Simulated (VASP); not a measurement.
Here is a VASP 6.6.1 calculation.

Contents of INCAR:

```
ALGO = Normal
EDIFF = 1E-6
ENCUT = 520
GGA = PE
ISIF = 2
ISMEAR = 0
LASPH = True
LCHARG = False
LREAL = False
LWAVE = False
NBANDS = 14
NELM = 60
PREC = Accurate
SIGMA = 0.02
```

KPOINTS

```
k-points
0
Gamma
  8 8 8
```

The input POSCAR:

```
NaF
1.0
    0.0000000000      2.3097635859      2.3097635859
    2.3097635859      0.0000000000      2.3097635859
    2.3097635859      2.3097635859      0.0000000000
Na F
1 1
Direct
    0.0000000000      0.0000000000      0.0000000000
    0.5000000000      0.5000000000      0.5000000000
```

Potentials or basis: VASP PAW PBE potentials, release 64 (Na_pv, F).

The run is started by

```bash
$ cat potpaw_PBE.64/Na_pv/POTCAR potpaw_PBE.64/F/POTCAR > POTCAR
$ mpirun -np 1 vasp_std > vasp.out
```

**Question.** What does it give for the pressure?

**Answer.** 2.5 GPa.

**Question.** Estimate the band gap on the k mesh.

**Answer.** 6.35 eV, direct.
